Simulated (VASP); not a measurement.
# HfH2 (I4/mmm) in VASP: further runs

Runs on HfH2. Level: PBEsol. Tasks: single point.

Everything below comes from runs of VASP 6.6.1. Logs are shortened: lines on timing, memory, paths and dates and some standing lists are left out, and cuts for length are marked.

**1. The structure**

It takes space group I4/mmm (No. 139, tetragonal). Conventional cell: a = 3.478 Å, b = 3.478 Å, c = 4.361 Å, α = 90.00°, β = 90.00°, γ = 90.00°. Around Hf (site symmetry 4/mmm) lie 8 H at 2.05 Å. H (site symmetry -4m2) is surrounded by 4 Hf at 2.05 Å and 2 H at 2.18 Å.

**2. Single point, PBEsol**

File INCAR:

```
PREC = Accurate
ENCUT = 400
EDIFF = 1E-6
ISMEAR = 1
SIGMA = 0.15
LREAL = False
LASPH = True
NELM = 100
ALGO = Normal
ISIF = 2
LWAVE = False
LCHARG = False
GGA = PS
NBANDS = 13
ADDGRID = False
```

File KPOINTS:

```
Automatic mesh
0
Gamma
  8 8 8
```

File POSCAR:

```
HfH2
1.0
   -1.7390000000      1.7390000000      2.1805000000
    1.7390000000     -1.7390000000      2.1805000000
    1.7390000000      1.7390000000     -2.1805000000
Hf H
1 2
Direct
    0.0000000000      0.0000000000      0.0000000000
    0.2500000000      0.7500000000      0.5000000000
    0.7500000000      0.2500000000      0.5000000000
```

Potentials or basis: VASP PAW PBE potentials, release 64 (Hf_pv, H_s).

Launch:

```bash
> cat potpaw_PBE.64/Hf_pv/POTCAR potpaw_PBE.64/H_s/POTCAR > POTCAR
> mpirun -np 1 vasp_std > vasp.out
```

OUTCAR:

```text
PREC = Accurate
   ENCUT = 400
   EDIFF = 1E-6
   ISMEAR = 1
   LREAL = False
   LASPH = True
   NELM = 100
   ISIF = 2
   GGA = PS

 Found     59 irreducible k-points:

 Following reciprocal coordinates:
            Coordinates               Weight
  0.000000  0.000000  0.000000      1.000000
  0.125000  0.000000  0.000000      8.000000
  0.250000  0.000000  0.000000      8.000000
  0.375000  0.000000  0.000000      8.000000
  0.500000  0.000000  0.000000      4.000000
  0.125000  0.125000  0.000000      8.000000
   k-points           NKPTS =     59   k-points in BZ     NKDIM =     59   number of bands    NBANDS=     13
   number of dos      NEDOS =    301   number of ions     NIONS =      3
   total plane-waves  NPLWV =  13824
   dimension x,y,z NGX =    24 NGY =   24 NGZ =   24
   dimension x,y,z NGXF=    48 NGYF=   48 NGZF=   48
   ions per type =               1   2
   NGX,Y,Z   is equivalent  to a cutoff of  12.14, 12.14, 12.14 a.u.
   NGXF,Y,Z  is equivalent  to a cutoff of  24.28, 24.28, 24.28 a.u.
 SYSTEM =  unknown system
   PREC   = accura    normal or accurate (medium, high low for compatibility)
   ISTART =      0    job   : 0-new  1-cont  2-samecut
   ICHARG =      2    charge: 1-file 2-atom 10-const
   ISPIN  =      1    spin polarized calculation?
   LNONCOLLINEAR =      F non collinear calculations
   LSORBIT =      F    spin-orbit coupling
   LASPH  =      T    aspherical Exc in radial PAW
   ENCUT  =  400.0 eV  29.40 Ry    5.42 a.u.   5.36  5.36  5.36*2*pi/ulx,y,z
   NELM   =    100;   NELMIN=  2; NELMDL= -5     # of ELM steps
   EDIFF  = 0.1E-05   stopping-criterion for ELM
   LREAL  =      F    real-space projection
   EDIFFG = 0.1E-04   stopping-criterion for IOM
   NSW    =      0    number of steps for IOM
   IBRION =     -1    ionic relax: 0-MD 1-quasi-New 2-CG
   NFREE  =      0    steps in history (QN), initial steepest desc. (CG)
   ISIF   =      2    stress and relaxation
   ISYM   =      2    0-nonsym 1-usesym 2-fastsym
   POTIM  = 0.5000    time-step for ionic-motion
   TEBEG  =    0.0;   TEEND  =   0.0 temperature during run
   PSTRESS=    0.0 pullay stress
   NELECT =      12.0000    total number of electrons
   NUPDOWN=      -1.0000    fix difference up-down
   EMIN   =  10.00;   EMAX   =-10.00  energy-range for DOS
   EFERMI =   0.00;   METHOD = LEGACY
   ISMEAR =     1;   SIGMA  =   0.15  broadening in eV -4-tet -1-fermi 0-gaus
   EFERMI_NEDOS =   21; number of points for ismear=-14 and -15
   IALGO  =     38    algorithm
   IMIX   =      4    mixing-type and parameters
     AMIX     =   0.40;   BMIX     =  1.00
     AMIX_MAG =   1.60;   BMIX_MAG =  1.00
  volume/ion in A,a.u.               =       8.79        59.33
  Fermi-wavevector in a.u.,A,eV,Ry     =   1.259109  2.379372 21.570088  1.585357
  Thomas-Fermi vector in A             =   2.392686
   LORBIT       =      0    0 simple, 1 ext, 2 COOP (PROOUT), +10 PAW based schemes
   GGA     = PS    functional components
   LHFCALC =     F    Hartree Fock is set to
   AEXX    =    0.0000 exact exchange contribution
   IVDW    =     0    specifies the selected vdW correction
   LEPSILON=     F    determine dielectric tensor
   LRPA    =     F    only Hartree local field effects (RPA)
 non-spin polarized calculation
 Methfessel and Paxton  Order N= 1 SIGMA  =   0.15
  energy-cutoff  :      400.00
  volume of cell :       26.38
 maximum number of plane-waves:       495
 NGX is ok and might be reduce to    24
   NGX = 11   NGY = 11   NGZ = 11

 number of electron      11.9999999 magnetization

 Free energy of the ion-electron system (eV)
  ---------------------------------------------------
  ext. energy  EPLUGINS =         0.00000000
  ---------------------------------------------------
  free energy    TOTEN  =       -18.83916032 eV

  energy without entropy =      -18.84064784  energy(sigma->0) =      -18.83965616

 E-fermi :   5.1193     XC(G=0): -11.5330

 val. band max:        5.0391196478   @ k =  -0.2500   0.1250   0.0000
 cond. band min:       5.1912305334   @ k =  -0.1250   0.1250   0.0000
 fundamental gap:      0.1521108856
 Fermi energy:         5.1193001860

 k-point     1 :       0.0000    0.0000    0.0000
  band No.  band energies     occupation
      1     -25.7100      2.00000
      2     -25.7100      2.00000
      3     -25.6590      2.00000
      4      -6.0367      2.00000
      5       3.9773      2.00000
      6       4.7407      2.00208
      7       4.7407      2.00208
      8       5.5303     -0.00074
      9       7.0715     -0.00000
     10       8.4052      0.00000
     11      16.6127      0.00000
     12      17.0570      0.00000
     13      17.0570      0.00000

 k-point     2 :       0.1250    0.0000    0.0000
  band No.  band energies     occupation
      1     -25.7834      2.00000
      2     -25.7270      2.00000
      3     -25.6781      2.00000
      4      -5.6146      2.00000
      5       2.1286      2.00000
      6       4.9033      2.06043
      7       5.4064     -0.02091
      8       6.9956     -0.00000
      9       7.3769     -0.00000
     10       8.1720      0.00000
     11      14.7843      0.00000
     12      17.6518      0.00000
     13      17.9521      0.00000

 k-point     3 :       0.2500    0.0000    0.0000
  band No.  band energies     occupation
      1     -25.9849      2.00000
      2     -25.7678      2.00000
      3     -25.6935      2.00000
      4      -4.5432      2.00000
      5       0.5670      2.00000
      6       4.8981      2.05753
      7       5.8626     -0.00000
      8       7.5204     -0.00000
      9       7.8274     -0.00000
     10       9.9280      0.00000
     11      13.5747      0.00000
     12      16.2884      0.00000
     13      17.6883      0.00000

 k-point     4 :       0.3750    0.0000    0.0000
  band No.  band energies     occupation
      1     -26.1811      2.00000
      2     -25.8082      2.00000
      3     -25.7054      2.00000
      4      -3.4830      2.00000
      5      -0.0386      2.00000
      6       4.5653      2.00000
      7       5.8690     -0.00000
      8       8.4800      0.00000
      9       8.9923      0.00000
     10      10.1143      0.00000
     11      12.7183      0.00000
     12      15.5713      0.00000
     13      17.6759      0.00000

 k-point     5 :       0.5000    0.0000    0.0000
  band No.  band energies     occupation
      1     -26.2602      2.00000
      2     -25.8248      2.00000
      3     -25.7102      2.00000
      4      -3.1429      2.00000
      5       0.0429      2.00000
      6       4.4039      2.00000
      7       5.7729     -0.00000
      8       9.0005      0.00000
      9       9.7858      0.00000
     10      10.0317      0.00000
     11      11.4852      0.00000
     12      16.2999      0.00000
     13      17.0255      0.00000

 k-point     6 :       0.1250    0.1250    0.0000
  band No.  band energies     occupation
      1     -25.8941      2.00000
      2     -25.7682      2.00000
      3     -25.6924      2.00000
      4      -4.9239      2.00000
      5       0.8922      2.00000
      6       4.9967      1.98871
      7       5.6258     -0.00002
      8       7.1067     -0.00000
      9       8.1457      0.00000
     10       9.4107      0.00000
     11      13.6476      0.00000
     12      17.6207      0.00000
     13      18.0871      0.00000

 [... further k-points ...]

------------------------ aborting loop because EDIFF is reached ----------------------------------------

  FORCE on cell =-STRESS in cart. coord.  units (eV):
  Direction    XX          YY          ZZ          XY          YZ          ZX
  --------------------------------------------------------------------------------------
  -------------------------------------------------------------------------------------
  Total       -0.8806630     -0.8806630     -1.1040383      0.0000000     -0.0000000      0.0000000
  in kB      -53.4940021    -53.4940021    -67.0624605      0.0000000     -0.0000000      0.0000000
  external PRESSURE =     -58.0168215 kB  Pullay stress =       0.0000000 kB

 VOLUME and BASIS-vectors are now :
 -----------------------------------------------------------------------------
  energy-cutoff  :      400.00
  volume of cell :       26.38
      direct lattice vectors                 reciprocal lattice vectors
    -1.739000000  1.739000000  2.180500000     0.000000000  0.287521564  0.229305205
     1.739000000 -1.739000000  2.180500000     0.287521564  0.000000000  0.229305205
     1.739000000  1.739000000 -2.180500000     0.287521564  0.287521564  0.000000000

 POSITION                                       TOTAL-FORCE (eV/Angst)
 -----------------------------------------------------------------------------------
      0.00000      0.00000      0.00000        -0.000000      0.000000     -0.000000
      1.73900     -0.00000      1.09025         0.000000     -0.000000      0.000000
     -0.00000      1.73900      1.09025        -0.000000      0.000000     -0.000000
 -----------------------------------------------------------------------------------
    total drift:                                0.000000      0.000000      0.000000

  FREE ENERGIE OF THE ION-ELECTRON SYSTEM (eV)
  ---------------------------------------------------
  free  energy   TOTEN  =       -18.8391603169 eV

  energy  without entropy=      -18.8406478410  energy(sigma->0) =      -18.83965616
```

It took 5.4 s on 1 thread of Intel Xeon 6975P-C (Granite Rapids), shared host; peak memory 0.14 GiB.

The run converged, but some of its settings lie outside the range that counts as converged, so its numbers aren't taken as properties of the crystal.

What came out:

```
Free energy            : -18.8392 eV
Pressure               : -5.8 GPa
Band gap on the k mesh : none (metal or under the smearing width)
```

Caveat: the PAW data sets were made with another functional, which shifts forces and pressure a little.

**3. Single point, PBEsol**

INCAR, as its differences from that of step 2:

```diff
@@ -1,3 +1,3 @@
 PREC = Accurate
-ENCUT = 400
+ENCUT = 280
 EDIFF = 1E-6
```

File KPOINTS:

```
Automatic mesh
0
Gamma
  10 10 10
```

POSCAR is that of step 2.

Potentials or basis: VASP PAW PBE potentials, release 64 (Hf_pv, H_s).

Launch:

```bash
> cat potpaw_PBE.64/Hf_pv/POTCAR potpaw_PBE.64/H_s/POTCAR > POTCAR
> mpirun -np 1 vasp_std > vasp.out
```

OUTCAR:

```text
PREC = Accurate
   ENCUT = 280
   EDIFF = 1E-6
   ISMEAR = 1
   LREAL = False
   LASPH = True
   NELM = 100
   ISIF = 2
   GGA = PS

 Found    102 irreducible k-points:

 Following reciprocal coordinates:
            Coordinates               Weight
  0.000000  0.000000  0.000000      1.000000
  0.100000 -0.000000  0.000000      8.000000
  0.200000 -0.000000  0.000000      8.000000
  0.300000 -0.000000  0.000000      8.000000
  0.400000  0.000000  0.000000      8.000000
  0.500000  0.000000  0.000000      4.000000
   k-points           NKPTS =    102   k-points in BZ     NKDIM =    102   number of bands    NBANDS=     13
   number of dos      NEDOS =    301   number of ions     NIONS =      3
   total plane-waves  NPLWV =   5832
   dimension x,y,z NGX =    18 NGY =   18 NGZ =   18
   dimension x,y,z NGXF=    36 NGYF=   36 NGZF=   36
   ions per type =               1   2
   NGX,Y,Z   is equivalent  to a cutoff of   9.10,  9.10,  9.10 a.u.
   NGXF,Y,Z  is equivalent  to a cutoff of  18.21, 18.21, 18.21 a.u.
 SYSTEM =  unknown system
   PREC   = accura    normal or accurate (medium, high low for compatibility)
   ISTART =      0    job   : 0-new  1-cont  2-samecut
   ICHARG =      2    charge: 1-file 2-atom 10-const
   ISPIN  =      1    spin polarized calculation?
   LNONCOLLINEAR =      F non collinear calculations
   LSORBIT =      F    spin-orbit coupling
   LASPH  =      T    aspherical Exc in radial PAW
   ENCUT  =  280.0 eV  20.58 Ry    4.54 a.u.   4.48  4.48  4.48*2*pi/ulx,y,z
   NELM   =    100;   NELMIN=  2; NELMDL= -5     # of ELM steps
   EDIFF  = 0.1E-05   stopping-criterion for ELM
   LREAL  =      F    real-space projection
   EDIFFG = 0.1E-04   stopping-criterion for IOM
   NSW    =      0    number of steps for IOM
   IBRION =     -1    ionic relax: 0-MD 1-quasi-New 2-CG
   NFREE  =      0    steps in history (QN), initial steepest desc. (CG)
   ISIF   =      2    stress and relaxation
   ISYM   =      2    0-nonsym 1-usesym 2-fastsym
   POTIM  = 0.5000    time-step for ionic-motion
   TEBEG  =    0.0;   TEEND  =   0.0 temperature during run
   PSTRESS=    0.0 pullay stress
   NELECT =      12.0000    total number of electrons
   NUPDOWN=      -1.0000    fix difference up-down
   EMIN   =  10.00;   EMAX   =-10.00  energy-range for DOS
   EFERMI =   0.00;   METHOD = LEGACY
   ISMEAR =     1;   SIGMA  =   0.15  broadening in eV -4-tet -1-fermi 0-gaus
   EFERMI_NEDOS =   21; number of points for ismear=-14 and -15
   IALGO  =     38    algorithm
[... 23 lines left out ...]
 Free energy of the ion-electron system (eV)
  ---------------------------------------------------
  ext. energy  EPLUGINS =         0.00000000
  ---------------------------------------------------
  free energy    TOTEN  =       -18.82635796 eV

  energy without entropy =      -18.82728361  energy(sigma->0) =      -18.82666651

 E-fermi :   5.2174     XC(G=0): -11.5331

 val. band max:        5.2003313918   @ k =  -0.2000   0.1000  -0.0000
 cond. band min:       5.2471467356   @ k =  -0.2000   0.2000   0.0000
 fundamental gap:      0.0468153437
 Fermi energy:         5.2174241830

 k-point     1 :       0.0000    0.0000    0.0000
  band No.  band energies     occupation
      1     -25.7004      2.00000
      2     -25.7004      2.00000
      3     -25.6411      2.00000
      4      -6.0328      2.00000
      5       3.9884      2.00000
      6       4.7483      2.00009
      7       4.7483      2.00009
      8       5.5324     -0.01143
      9       7.0755     -0.00000
     10       8.4151      0.00000
     11      16.6233      0.00000
     12      17.0585      0.00000
     13      17.0585      0.00000
[... 66 lines left out ...]
  band No.  band energies     occupation
      1     -26.2479      2.00000
      2     -25.8157      2.00000
      3     -25.6959      2.00000
      4      -3.1381      2.00000
      5       0.0492      2.00000
      6       4.4093      2.00000
      7       5.7790     -0.00000
      8       9.0065      0.00000
      9       9.7898      0.00000
     10      10.0396      0.00000
     11      11.4912      0.00000
     12      16.3069      0.00000
     13      17.0414      0.00000

 [... further k-points ...]

------------------------ aborting loop because EDIFF is reached ----------------------------------------

  FORCE on cell =-STRESS in cart. coord.  units (eV):
  Direction    XX          YY          ZZ          XY          YZ          ZX
  --------------------------------------------------------------------------------------
  -------------------------------------------------------------------------------------
  Total       -1.1149999     -1.1149999     -1.2345590      0.0000000      0.0000000     -0.0000000
  in kB      -67.7282972    -67.7282972    -74.9906617      0.0000000      0.0000000     -0.0000000
  external PRESSURE =     -70.1490854 kB  Pullay stress =       0.0000000 kB

 VOLUME and BASIS-vectors are now :
 -----------------------------------------------------------------------------
  energy-cutoff  :      280.00
  volume of cell :       26.38
      direct lattice vectors                 reciprocal lattice vectors
    -1.739000000  1.739000000  2.180500000     0.000000000  0.287521564  0.229305205
     1.739000000 -1.739000000  2.180500000     0.287521564  0.000000000  0.229305205
     1.739000000  1.739000000 -2.180500000     0.287521564  0.287521564  0.000000000

 POSITION                                       TOTAL-FORCE (eV/Angst)
 -----------------------------------------------------------------------------------
      0.00000      0.00000      0.00000         0.000000      0.000000      0.000000
      1.73900     -0.00000      1.09025        -0.000000     -0.000000     -0.000000
     -0.00000      1.73900      1.09025         0.000000     -0.000000     -0.000000
 -----------------------------------------------------------------------------------
    total drift:                                0.000000      0.000000      0.000000

  FREE ENERGIE OF THE ION-ELECTRON SYSTEM (eV)
  ---------------------------------------------------
  free  energy   TOTEN  =       -18.8263579627 eV

  energy  without entropy=      -18.8272836130  energy(sigma->0) =      -18.82666651
```

OSZICAR:

```text
N       E                     dE             d eps       ncg     rms          rms(c)
DAV:   1     0.678813290823E+01    0.67881E+01   -0.45014E+03  2704   0.527E+02
DAV:   2    -0.194245784243E+02   -0.26213E+02   -0.25333E+02  3385   0.137E+02
DAV:   3    -0.199609993969E+02   -0.53642E+00   -0.53560E+00  3087   0.148E+01
DAV:   4    -0.199631995218E+02   -0.22001E-02   -0.22000E-02  3173   0.120E+00
DAV:   5    -0.199632139478E+02   -0.14426E-04   -0.14426E-04  3150   0.824E-02    0.471E+01
DAV:   6    -0.190385429315E+02    0.92467E+00   -0.60425E-01  2827   0.604E+00    0.299E+01
DAV:   7    -0.188668081945E+02    0.17173E+00   -0.81789E-01  2962   0.678E+00    0.505E+00
DAV:   8    -0.188289111020E+02    0.37897E-01   -0.14977E-01  2737   0.304E+00    0.213E+00
DAV:   9    -0.188263891795E+02    0.25219E-02   -0.81321E-03  2992   0.751E-01    0.429E-01
DAV:  10    -0.188263576287E+02    0.31551E-04   -0.85084E-04  3272   0.207E-01    0.219E-01
DAV:  11    -0.188263596679E+02   -0.20392E-05   -0.12899E-05  3125   0.300E-02    0.933E-02
DAV:  12    -0.188263583157E+02    0.13522E-05   -0.20234E-06  2972   0.109E-02    0.314E-02
DAV:  13    -0.188263579627E+02    0.35298E-06   -0.71178E-07  1649   0.717E-03
   1 F= -.18826358E+02 E0= -.18826667E+02  d E =0.925650E-03
```

Run time: 6.3 s. Hardware: 1 thread of Intel Xeon 6975P-C (Granite Rapids), shared host; peak memory 0.13 GiB.

The run converged, but some of its settings lie outside the range that counts as converged, so its numbers aren't taken as properties of the crystal.

What came out:

```yaml
Free_energy: -18.8264 eV
Pressure: -7.0 GPa
Band_gap_on_the_k_mesh: none (metal or under the smearing width)
```

Caveat: the PAW data sets were made with another functional, which shifts forces and pressure a little.

**4. Single point, PBEsol**

INCAR, as its differences from that of step 3:

```diff
@@ -1,3 +1,3 @@
 PREC = Accurate
-ENCUT = 280
+ENCUT = 460
 EDIFF = 1E-6
```

File KPOINTS:

```
Automatic mesh
0
Gamma
  8 8 8
```

POSCAR is that of step 3.

Launch:

```bash
> cat potpaw_PBE.64/Hf_pv/POTCAR potpaw_PBE.64/H_s/POTCAR > POTCAR
> mpirun -np 1 vasp_std > vasp.out
```

It took 5.9 s on 1 thread of Intel Xeon 6975P-C (Granite Rapids), shared host; peak memory 0.14 GiB.

These settings aren't checked as converged: the numbers below hold their error.

What came out:

```
Free energy            : -18.8407 eV
Pressure               : -5.7 GPa
Band gap on the k mesh : none (metal or under the smearing width)
```

Caveat: the PAW data sets were made with another functional, which shifts forces and pressure a little.

**5. Single point, PBEsol**

INCAR, as its differences from that of step 4:

```diff
@@ -1,3 +1,3 @@
 PREC = Accurate
-ENCUT = 460
+ENCUT = 520
 EDIFF = 1E-6
```

KPOINTS is that of step 4.

POSCAR is that of step 4.

Launch:

```bash
> cat potpaw_PBE.64/Hf_pv/POTCAR potpaw_PBE.64/H_s/POTCAR > POTCAR
> mpirun -np 1 vasp_std > vasp.out
```

Run time: 5.9 s. Hardware: 1 thread of Intel Xeon 6975P-C (Granite Rapids), shared host; peak memory 0.15 GiB.

The run converged, but some of its settings lie outside the range that counts as converged, so its numbers aren't taken as properties of the crystal.

What came out:

```yaml
Free_energy: -18.8412 eV
Pressure: -5.6 GPa
Band_gap_on_the_k_mesh: none (metal or under the smearing width)
```

Caveat: the PAW data sets were made with another functional, which shifts forces and pressure a little.
